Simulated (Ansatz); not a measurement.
Starting cell, CaF2 (fluorite):

```xyz
6
Lattice="0.0000 5.5110 5.5110 2.7555 0.0000 2.7555 2.7555 2.7555 0.0000" Properties=species:S:1:pos:R:3 pbc="T T T"
Ca     0.0000     0.0000     0.0000
Ca     2.7555     5.5110     2.7555
F      1.3777     1.3777     1.3777
F      1.3777     4.1332     4.1332
F      4.1332     4.1332     4.1332
F      4.1332     6.8887     6.8887
```

A phonon eigenvector at L = (0.5, 0.0, 0.0) is frozen into this cell: atom i moves by Q times the vector below, so Q is the largest atomic displacement, in Å. The cell is held. It is one choice among 2 degenerate patterns. (q is in reciprocal vectors of the primitive cell; the cell shown is doubled to hold the pattern.)

```
atom       x       y       z
----  ------  ------  ------
F3     0.285  -0.520   0.805
F4    -0.285   0.520  -0.805
F5     0.285  -0.520   0.805
F6    -0.285   0.520  -0.805
```

Atoms not listed stay in place.

Calculation: PBE (plane waves to 420 eV, PAW, scalar-relativistic; Ansatz, a quantum-chemistry and plane-wave program). k mesh 5×10×10 (Γ-centred), Fermi-Dirac smearing 0.05 eV. E stands for the smeared free energy. CaF2 was relaxed with its symmetry unable to fall. ΔE is measured from the undisplaced structure.

```csv
Q (Å),ΔE (meV/cell)
-0.1000,94.7
-0.0833,65.6
-0.0667,41.9
-0.0500,23.5
-0.0333,withheld
-0.0167,2.6
0.0000,0.0
0.0167,2.6
0.0333,withheld
0.0500,23.5
0.0667,41.9
0.0833,65.6
0.1000,94.7
```

### Question
Fit an even polynomial form (powers 2, 4) to the given rows and predict ΔE at Q = 0.0333.

### Answer
Least squares on the 11 given rows: ΔE = (9387)·Q² + (8490)·Q⁴, in meV/cell with Q in Å; root-mean-square residual 0.03 meV/cell. At 0.0333 the fit gives 10.4 meV/cell; the calculation gives 10.4 meV/cell, the same to the digits shown. The quadratic term alone would give 10.4 meV/cell.

(A displaced cell: forces are minus the slopes of the energy, force constants its curvatures, and phonons follow from these.)
